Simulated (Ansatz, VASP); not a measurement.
# Ti24HO48 (H transfer from O to O) in two plane-wave programs, part 2 of 4

Wanted: the spread between two codes on one cell, functional and k mesh. The Ansatz run is a path of several images between two structures; VASP solves its first image, and the two are compared there.

VASP 6.6.1 and Ansatz 0.2.0.

So far: Set-up; Ansatz: path of images, PBEsol.

## Step 3: VASP: single point, PBEsol, pair 1

Level of this step: PBEsol, no spin polarisation; plane waves and PAW (Ti_sv, O, H) (VASP).

The same cell, functional and mesh now go to VASP, with its own data sets.

Lines of VASP's logs that name or quote its potential files are left out, and so is its time.

Input file INCAR:

```
SYSTEM = Ti24HO48
PREC = Accurate
ENCUT = 520
EDIFF = 1E-06
NELM = 120
ISMEAR = 0
SIGMA = 0.01
LREAL = Auto
ALGO = Normal
GGA = PS
NELECT = 576
NBANDS = 339
LASPH = .TRUE.
LORBIT = 11
LWAVE = .FALSE.
LCHARG = .FALSE.
ISIF = 2
ISYM = 0
GGA_COMPAT = .FALSE.
EFERMI = MIDGAP
```

Input file POSCAR:

```
Ti24HO48
1.0
    7.5375864195      3.7687932097      0.0000000000
   -7.5375864195      7.5375864195      0.0000000000
    0.0000000000      0.0000000000      9.5583074700
Ti O H
24 48 1
Direct
    0.9994168779      0.9973055920      0.9972206376
    0.0045791846      0.2443298023      0.4987639302
    0.3332886497      0.0801610710      0.4982981574
    0.3308107566      0.3285783444      0.9978612322
    0.6658056997      0.1632185598      0.9980501778
    0.6765751063      0.4061906774      0.5015883842
    0.1644208899      0.1625968312      0.2468762391
    0.1668782636      0.4148488865      0.7499287947
    0.4991983451      0.9978715556      0.2474696496
    0.4996410155      0.2485307934      0.7495194126
    0.8328220269      0.0819461251      0.7487019038
    0.8322268762      0.3305091128      0.2460712848
    0.9987992620      0.4973815390      0.9985304930
    0.9955778064      0.7501869987      0.4999000100
    0.3186217090      0.5846859222      0.5016526216
    0.3329507874      0.8311176794      0.9987135798
    0.6676879998      0.6662351475      0.9968738189
    0.6641509702      0.9157815180      0.4991961197
    0.1652124784      0.6645146144      0.2463268740
    0.1667842459      0.9154827929      0.7489232819
    0.4976057929      0.4962873337      0.2404548093
    0.4992962544      0.7493829394      0.7491159939
    0.8343200308      0.5816382180      0.7493917749
    0.8316761252      0.8308814411      0.2467966225
    0.1658837808      0.1625762234      0.4545829911
    0.1653788446      0.4134208432      0.9565036518
    0.5015520605      0.0009721945      0.4563817406
    0.4990175622      0.2473653894      0.9556958728
    0.8325971097      0.0811632043      0.9557715138
    0.8378018703      0.3311617089      0.4574460503
    0.9982777865      0.9973692728      0.2050777301
    0.9998441588      0.2491285975      0.7043493862
    0.3343297434      0.0818664356      0.7040795686
    0.3324873322      0.3303005580      0.2065087366
    0.6656358841      0.1643358936      0.2049305284
    0.6694360395      0.4127744382      0.7069034995
    0.1662218200      0.1637511353      0.0410188730
    0.1756622425      0.4121171102      0.5402526563
    0.4987771670      0.9974611236      0.0415313068
    0.4947654495      0.2527812256      0.5398256978
    0.8351858251      0.0801315301      0.5411800171
    0.8321305589      0.3309975981      0.0419062686
    0.0018791161      0.0001923693      0.7914547658
    0.9989206978      0.2474668366      0.2907650762
    0.3318300042      0.0796058977      0.2904314397
    0.3340026714      0.3323987097      0.7921201556
    0.6659324423      0.1641768684      0.7906231332
    0.6599297250      0.4107105592      0.2961977326
    0.1634909724      0.6656193447      0.4570025618
    0.1650860896      0.9133289204      0.9563827099
    0.5291539110      0.5276024860      0.4642117879
    0.4990057105      0.7473511219      0.9561185418
    0.8327635644      0.5813410407      0.9564173394
    0.8230304753      0.8226599323      0.4561613040
    0.9961041464      0.4983979563      0.2060194241
    0.9982106562      0.7497085078      0.7064253814
    0.3291740700      0.5829044943      0.7067713632
    0.3346056938      0.8293243998      0.2061603486
    0.6657487407      0.6644458037      0.2048859598
    0.6679896879      0.9145764461      0.7061875778
    0.1665529605      0.6635637796      0.0424772902
    0.1651791344      0.9150195588      0.5411488400
    0.4992746737      0.4973874648      0.0423603239
    0.4952855984      0.7509297652      0.5425863330
    0.8371793899      0.5800791867      0.5430975114
    0.8320434399      0.8311155567      0.0405509031
    0.0006054104      0.4985065675      0.7918662403
    0.0007058847      0.7494651938      0.2916177376
    0.3293454777      0.5752249803      0.2956658393
    0.3337130119      0.8328270241      0.7918452115
    0.6644082586      0.6629372306      0.7901240909
    0.6671843904      0.9155958706      0.2920098573
    0.6159603010      0.6142025766      0.4777648150
```

Input file KPOINTS:

```
Points of the shifted mesh
1
Reciprocal
 0.2500000000  0.2500000000  0.2500000000 1
```

Potentials, in the order of the species: Ti_sv, O and H (PBE family, release 64).

Launch:

```bash
> export OMP_NUM_THREADS=3
> mpirun -np 1 vasp_std
```

Numbers of over 12 decimals in the logs are rounded to 6 here.

The program printed:

```text
[banner, memory and clock lines left out]
running    1 mpi-ranks, on    1 nodes
[...]
Offloading initialized ...    1 GPUs detected
[...]
|                                                                             |
|               ----> ADVICE to this user running VASP <----                  |
|                                                                             |
|     You enforced a specific xc type in the INCAR file but a different       |
|     [... a line on the potential file left out ...]
|     I HOPE YOU KNOW WHAT YOU ARE DOING!                                     |
|                                                                             |

 LDA part: xc-table for (Slater+PW92), standard interpolation
 POSCAR, INCAR and KPOINTS ok, starting setup
[...]
entering main loop
       N       E                     dE             d eps       ncg     rms          rms(c)
DAV:   1     0.993331065515E+04    0.99333E+04   -0.27843E+05   678   0.200E+03
DAV:   2     0.153568876054E+04   -0.83976E+04   -0.80520E+04   678   0.640E+02
DAV:   3    -0.636264351686E+03   -0.21720E+04   -0.20895E+04   822   0.280E+02
DAV:   4    -0.858479187367E+03   -0.22221E+03   -0.22154E+03   932   0.954E+01
DAV:   5    -0.877019599557E+03   -0.18540E+02   -0.18534E+02  1092   0.226E+01BRMIX: very serious problems
 the old and the new charge density differ
 old charge density:   577.00000 new  576.00000
    0.112E+02
DAV:   6    -0.686975954816E+03    0.19004E+03   -0.13054E+03   937   0.104E+02    0.435E+01
DAV:   7    -0.684407624576E+03    0.25683E+01   -0.18610E+02   956   0.304E+01    0.266E+01
DAV:   8    -0.684686242017E+03   -0.27862E+00   -0.35940E+01   948   0.174E+01    0.116E+01
DAV:   9    -0.683470199265E+03    0.12160E+01   -0.17753E+01   956   0.119E+01    0.472E+00
[...]
DAV:  18    -0.683442262827E+03   -0.24147E-05   -0.22572E-05   836   0.121E-02    0.818E-03
DAV:  19    -0.683442263209E+03   -0.38257E-06   -0.12773E-05   836   0.974E-03    0.414E-03
DAV:  20    -0.683442263894E+03   -0.68477E-06   -0.15268E-06   484   0.393E-03
   1 F= -.68344226E+03 E0= -.68344226E+03  d E =0.000000E+00
```

Parts of OUTCAR (step 3):

```text
  FREE ENERGIE OF THE ION-ELECTRON SYSTEM (eV)
  ---------------------------------------------------
  free  energy   TOTEN  =      -683.4422638939 eV

  energy  without entropy=     -683.4422638939  energy(sigma->0) =     -683.44226389

[... 1 further part left out ...]
```

The run ends at a pressure of -0.51 GPa, with forces up to 0.13 eV/Å.

## Step 4: Differences

Known differences besides the potentials themselves: fixed occupations in Ansatz, narrow Gaussian smearing in VASP; the cutoff is 420 eV in Ansatz and 520 eV in VASP (PREC = Accurate, projectors in real space); Ansatz makes its cores anew for this functional, VASP keeps those of its PBE data sets. Total energies have different zeros and are not compared.

At this near-relaxed geometry the largest component of a force difference is 118 meV/Å. The cell carries a charge of +1 e against a uniform background, so its pressure also hangs on how the neutralising background is counted, and in a defect's cell a gap may be the spacing between its levels.

## Step 5: Ansatz: path of images, PBEsol

A single point gives forces, pressure and levels at one fixed geometry, so differences don't come from the geometry; what else differs is listed under the comparison.

The Ansatz run is a path of several images between two structures; VASP solves its first image, and the two are compared there.

Input file input.yaml:

```yaml
crystal:
  lattice:
    - [7.53758642, 3.76879321, 0.0]
    - [-7.53758642, 7.53758642, 0.0]
    - [0.0, 0.0, 9.55830747]
  atoms:
    - { symbol: Ti, position: [-0.00058316, -0.0026944, -0.00277937] }
    - { symbol: Ti, position: [0.00457915, 0.24432978, 0.49876392] }
    - { symbol: Ti, position: [0.3332887, 0.08016106, 0.49829815] }
    - { symbol: Ti, position: [0.33081072, 0.32857837, -0.00213872] }
    - { symbol: Ti, position: [0.66580574, 0.1632186, -0.00194979] }
    - { symbol: Ti, position: [0.67657508, 0.40619063, 0.50158843] }
    - { symbol: Ti, position: [0.16442086, 0.16259682, 0.24687625] }
    - { symbol: Ti, position: [0.16687832, 0.4148489, 0.74992883] }
    - { symbol: Ti, position: [0.49919831, -0.00212845, 0.24746966] }
    - { symbol: Ti, position: [0.49964103, 0.24853084, 0.7495194] }
    - { symbol: Ti, position: [0.83282207, 0.08194612, 0.74870188] }
    - { symbol: Ti, position: [0.83222689, 0.33050915, 0.24607132] }
    - { symbol: O, position: [0.16588372, 0.16257621, 0.454583] }
    - { symbol: O, position: [0.16537884, 0.41342079, 0.95650367] }
    - { symbol: O, position: [0.50155201, 0.00097219, 0.45638169] }
    - { symbol: O, position: [0.49901755, 0.24736534, 0.95569584] }
    - { symbol: O, position: [0.83259708, 0.08116321, 0.95577154] }
    - { symbol: O, position: [0.83780189, 0.33116173, 0.45744605] }
    - { symbol: O, position: [-0.00172223, -0.00263074, 0.20507772] }
    - { symbol: O, position: [-0.00015585, 0.24912854, 0.70434941] }
    - { symbol: O, position: [0.33432975, 0.08186638, 0.70407953] }
    - { symbol: O, position: [0.33248729, 0.33030055, 0.20650877] }
    - { symbol: O, position: [0.66563589, 0.16433588, 0.20493049] }
    - { symbol: O, position: [0.66943601, 0.41277439, 0.70690348] }
    - { symbol: O, position: [0.16622177, 0.16375113, 0.04101892] }
    - { symbol: O, position: [0.17566227, 0.41211715, 0.5402527] }
    - { symbol: O, position: [0.49877722, -0.00253885, 0.04153131] }
    - { symbol: O, position: [0.49476544, 0.25278128, 0.53982567] }
    - { symbol: O, position: [0.83518581, 0.0801315, 0.54118004] }
    - { symbol: O, position: [0.83213059, 0.33099761, 0.0419063] }
    - { symbol: O, position: [0.00187909, 0.00019236, 0.79145481] }
    - { symbol: O, position: [-0.00107925, 0.24746683, 0.2907651] }
    - { symbol: O, position: [0.33183003, 0.07960594, 0.29043148] }
    - { symbol: O, position: [0.33400266, 0.33239872, 0.79212016] }
    - { symbol: O, position: [0.66593244, 0.16417689, 0.79062312] }
    - { symbol: O, position: [0.65992972, 0.41071058, 0.29619776] }
    - { symbol: Ti, position: [-0.00120074, 0.4973816, -0.00146946] }
    - { symbol: Ti, position: [-0.00442216, 0.75018702, 0.49990003] }
    - { symbol: Ti, position: [0.31862175, 0.58468596, 0.50165257] }
    - { symbol: Ti, position: [0.3329508, 0.8311177, -0.00128647] }
    - { symbol: Ti, position: [0.66768801, 0.66623514, -0.00312618] }
    - { symbol: Ti, position: [0.66415093, 0.9157815, 0.49919616] }
    - { symbol: Ti, position: [0.16521246, 0.66451461, 0.24632691] }
    - { symbol: Ti, position: [0.16678428, 0.91548277, 0.74892327] }
    - { symbol: Ti, position: [0.49760575, 0.49628733, 0.24045484] }
    - { symbol: Ti, position: [0.4992963, 0.74938298, 0.74911596] }
    - { symbol: Ti, position: [0.83432005, 0.58163827, 0.74939176] }
    - { symbol: Ti, position: [0.83167614, 0.83088145, 0.24679661] }
    - { symbol: O, position: [0.16349095, 0.66561938, 0.4570026] }
    - { symbol: O, position: [0.16508606, 0.91332895, 0.9563827] }
    - { symbol: O, position: [0.52915395, 0.52760247, 0.46421181] }
    - { symbol: O, position: [0.49900566, 0.74735113, 0.95611849] }
    - { symbol: O, position: [0.83276363, 0.58134107, 0.95641734] }
    - { symbol: O, position: [0.82303052, 0.82265993, 0.45616126] }
    - { symbol: O, position: [-0.00389591, 0.49839792, 0.20601939] }
    - { symbol: O, position: [-0.00178932, 0.74970852, 0.70642534] }
    - { symbol: O, position: [0.32917405, 0.58290452, 0.70677133] }
    - { symbol: O, position: [0.33460567, 0.82932443, 0.20616037] }
    - { symbol: O, position: [0.66574875, 0.66444582, 0.20488594] }
    - { symbol: O, position: [0.66798969, 0.91457639, 0.70618756] }
    - { symbol: O, position: [0.16655289, 0.66356375, 0.04247732] }
    - { symbol: O, position: [0.16517913, 0.91501959, 0.54114888] }
    - { symbol: O, position: [0.49927468, 0.49738749, 0.04236033] }
    - { symbol: O, position: [0.49528555, 0.75092973, 0.54258632] }
    - { symbol: O, position: [0.83717942, 0.58007918, 0.54309747] }
    - { symbol: O, position: [0.83204345, 0.83111555, 0.04055087] }
    - { symbol: O, position: [0.00060538, 0.49850656, 0.79186625] }
    - { symbol: O, position: [0.00070585, 0.74946519, 0.29161772] }
    - { symbol: O, position: [0.32934548, 0.57522492, 0.29566586] }
    - { symbol: O, position: [0.33371297, 0.83282704, 0.79184516] }
    - { symbol: O, position: [0.66440819, 0.6629372, 0.79012413] }
    - { symbol: O, position: [0.66718444, 0.91559588, 0.29200989] }
    - { symbol: H, position: [0.6159603, 0.61420254, 0.47776477] }
total_charge: 1
basis:
  ecutwfc: 420
  xc_grid: 2
hamiltonian:
  xc: pbesol
kpoints:
  mp_grid: { grid: [1, 1, 1], shift: [0.25, 0.25, 0.25] }
scf:
  occupations: { method: fixed }
  max_iter: 150
output:
  forces: true
neb:
  images: 3
  f_tol: 0.04
  climbing: true
  initial_path: idpp
  max_iterations: 45
  order_check: false
  final_atoms:
    - { symbol: Ti, position: [-3.283e-05, -0.00168436, -0.00169512] }
    - { symbol: Ti, position: [-0.00054691, 0.24682759, 0.50104071] }
    - { symbol: Ti, position: [0.33164508, 0.07888335, 0.50015907] }
    - { symbol: Ti, position: [0.33394928, 0.33132222, -0.00286212] }
    - { symbol: Ti, position: [0.66675401, 0.16491994, -0.00249337] }
    - { symbol: Ti, position: [0.66468979, 0.41263182, 0.50653262] }
    - { symbol: Ti, position: [0.17087409, 0.16100003, 0.2482293] }
    - { symbol: Ti, position: [0.16512921, 0.41416112, 0.74855177] }
    - { symbol: Ti, position: [0.4996167, -0.00306824, 0.24865582] }
    - { symbol: Ti, position: [0.49699112, 0.24531615, 0.74920588] }
    - { symbol: Ti, position: [0.83198446, 0.07999055, 0.7489788] }
    - { symbol: Ti, position: [0.84305838, 0.32288777, 0.24551122] }
    - { symbol: O, position: [0.16541428, 0.16380455, 0.45629271] }
    - { symbol: O, position: [0.16717426, 0.41483588, 0.95514582] }
    - { symbol: O, position: [0.49835525, -0.00396323, 0.45660113] }
    - { symbol: O, position: [0.50053927, 0.24876788, 0.9548719] }
    - { symbol: O, position: [0.83245892, 0.08059012, 0.95640684] }
    - { symbol: O, position: [0.82656619, 0.32717537, 0.45077621] }
    - { symbol: O, position: [0.00160355, -0.00315029, 0.205857] }
    - { symbol: O, position: [-0.00141925, 0.24766129, 0.70507429] }
    - { symbol: O, position: [0.33266167, 0.08039026, 0.70593444] }
    - { symbol: O, position: [0.34192204, 0.32883832, 0.20667105] }
    - { symbol: O, position: [0.66096347, 0.16966836, 0.20716232] }
    - { symbol: O, position: [0.66581609, 0.41403929, 0.70462778] }
    - { symbol: O, position: [0.16674637, 0.16550271, 0.04264448] }
    - { symbol: O, position: [0.16302746, 0.41479905, 0.54099813] }
    - { symbol: O, position: [0.50132366, -0.00170088, 0.0429383] }
    - { symbol: O, position: [0.49928346, 0.24676411, 0.5404981] }
    - { symbol: O, position: [0.83250737, 0.08076202, 0.54211037] }
    - { symbol: O, position: [0.83635244, 0.3292185, 0.04012744] }
    - { symbol: O, position: [-0.00065966, -0.00211105, 0.79123862] }
    - { symbol: O, position: [0.00454539, 0.247879, 0.28948688] }
    - { symbol: O, position: [0.33265806, 0.0793983, 0.29237772] }
    - { symbol: O, position: [0.33223675, 0.33014734, 0.79040299] }
    - { symbol: O, position: [0.66582332, 0.16410989, 0.79127033] }
    - { symbol: O, position: [0.69594417, 0.44437709, 0.28283714] }
    - { symbol: Ti, position: [0.00131442, 0.49804395, -0.0023305] }
    - { symbol: Ti, position: [-0.0011613, 0.74718247, 0.50018809] }
    - { symbol: Ti, position: [0.33234951, 0.58080779, 0.50067459] }
    - { symbol: Ti, position: [0.33386624, 0.83178271, -0.0018517] }
    - { symbol: Ti, position: [0.66640657, 0.66577142, -0.00208313] }
    - { symbol: Ti, position: [0.66635175, 0.91415389, 0.49960437] }
    - { symbol: Ti, position: [0.16200578, 0.66687008, 0.24715325] }
    - { symbol: Ti, position: [0.16554408, 0.91398568, 0.74980796] }
    - { symbol: Ti, position: [0.48513498, 0.50133444, 0.24541243] }
    - { symbol: Ti, position: [0.49913247, 0.74785445, 0.74834749] }
    - { symbol: Ti, position: [0.83392564, 0.5829393, 0.7501647] }
    - { symbol: Ti, position: [0.8304121, 0.83249435, 0.24784101] }
    - { symbol: O, position: [0.16719328, 0.66577742, 0.45545354] }
    - { symbol: O, position: [0.16836169, 0.91653641, 0.95557949] }
    - { symbol: O, position: [0.49602727, 0.49174018, 0.45134524] }
    - { symbol: O, position: [0.50026554, 0.74924408, 0.95518329] }
    - { symbol: O, position: [0.83109607, 0.57942809, 0.95692262] }
    - { symbol: O, position: [0.83360753, 0.83196337, 0.45499804] }
    - { symbol: O, position: [0.00367822, 0.49674006, 0.20392929] }
    - { symbol: O, position: [-0.00149879, 0.74779675, 0.70647286] }
    - { symbol: O, position: [0.33302846, 0.58023429, 0.70452605] }
    - { symbol: O, position: [0.33161409, 0.8318087, 0.20589118] }
    - { symbol: O, position: [0.66181547, 0.66760345, 0.2044295] }
    - { symbol: O, position: [0.66525269, 0.91413739, 0.70543446] }
    - { symbol: O, position: [0.16529634, 0.66610268, 0.04067162] }
    - { symbol: O, position: [0.16511749, 0.91377896, 0.54193602] }
    - { symbol: O, position: [0.49621477, 0.4993228, 0.04027256] }
    - { symbol: O, position: [0.50146253, 0.74578098, 0.54086467] }
    - { symbol: O, position: [0.83267324, 0.58087863, 0.54215801] }
    - { symbol: O, position: [0.83488019, 0.83107248, 0.04087818] }
    - { symbol: O, position: [-0.0004059, 0.49803462, 0.79063834] }
    - { symbol: O, position: [-0.01021041, 0.739412, 0.29084379] }
    - { symbol: O, position: [0.33030043, 0.58239119, 0.29003423] }
    - { symbol: O, position: [0.33184426, 0.8300798, 0.79064588] }
    - { symbol: O, position: [0.66577892, 0.66407704, 0.79092968] }
    - { symbol: O, position: [0.66829696, 0.91780671, 0.29059096] }
    - { symbol: H, position: [0.78265078, 0.53111534, 0.26961333] }
```

Launch:

```bash
> ansatz run input.yaml --threads 32 --pin off --max-ram 84787MiB --backend cuda --events-out ev --progress --plain --runs-dir out --max-vram 78GiB
```

The program printed:

```text
[...]
parallel-image band execution: 3 concurrent image workers
NEB image 0
[...]
Crystal: 73 atoms, lattice volume = 814.586 Å³
Basis set: ecut = 420 eV, 15877 PW (Γ), exchange–correlation on 120×144×128 points (8 copies of the dense FFT grid, shifted against one another)
Bands: 361, of which v1, the nominal top of the filled ones, is band 288 counted from 1 (287 counted from 0)
Symmetry: 1 space group operations
k-points: 1
[...]
- { symbol: Ti, position: [0.166492, 0.913886, 0.750794] }
    - { symbol: Ti, position: [0.481617, 0.495485, 0.230632] }
    - { symbol: Ti, position: [0.500521, 0.749842, 0.747914] }
    - { symbol: Ti, position: [0.835852, 0.584847, 0.749850] }
    - { symbol: Ti, position: [0.828011, 0.829411, 0.248143] }
[...]
- { symbol: O, position: [0.329407, 0.576683, 0.289777] }
    - { symbol: O, position: [0.332374, 0.830602, 0.791445] }
    - { symbol: O, position: [0.666323, 0.664414, 0.789290] }
    - { symbol: O, position: [0.670151, 0.919584, 0.291707] }
    - { symbol: H, position: [0.652100, 0.524532, 0.373675] }
[key lines of the parts left out:]
SCF converged after 8 iterations
```

(Part 2 of 4 ends here.)

[Lines on the potential files, build, host, timing and source positions are cut from VASP's logs without a mark.]

[Logs are printed without paths, hosts, clocks, repeated set-up lines and the standing remarks that a program may print on its own settings, such as how far it seeks lower states.]

[Hosts, paths, dates, database ids (printed as entryN), source tags and the programs' standing remarks are cut or masked in the printed files.]
